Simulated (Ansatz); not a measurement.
Theory: Ansatz 0.2.0, DFT PBE, scalar-relativistic, plane waves, PAW.

Plane waves to 420 eV, a k mesh through Γ of 9×9×6 on the computed 4-atom cell and Gaussian smearing (0.02 eV); no spin polarisation.

```
CELL_PARAMETERS angstrom
3.40141 0.00000 -0.01994
-1.70071 2.90400 0.00997
-0.02521 0.00000 4.30431
ATOMIC_POSITIONS crystal
Al 0.33572 0.63274 0.75167
Al 0.70298 0.36726 0.25167
N 0.30577 0.65024 0.24833
N 0.65553 0.34976 0.74833
```

Problem. Is this geometry at equilibrium? Which atom feels the largest force?

Solution. It isn't. Atom 1 (Al) feels (-2.53, 1.81, 0.02) eV/Å, 3.113 eV/Å in size, and symmetry-related atoms feel the same size.

Problem. Give all forces and the stress.

Solution.
```
atom Fx Fy Fz
 Al1  -2.533   1.810   0.018
 Al2  -2.533  -1.810   0.018
  N3   2.533   1.531  -0.018
  N4   2.533  -1.531  -0.018
```
Stress (GPa, compression positive):
```
  4.22   0.00   2.23
  0.00 -13.38   0.00
  2.23   0.00 -11.16
```

This form isn't the usual stable structure of the compound.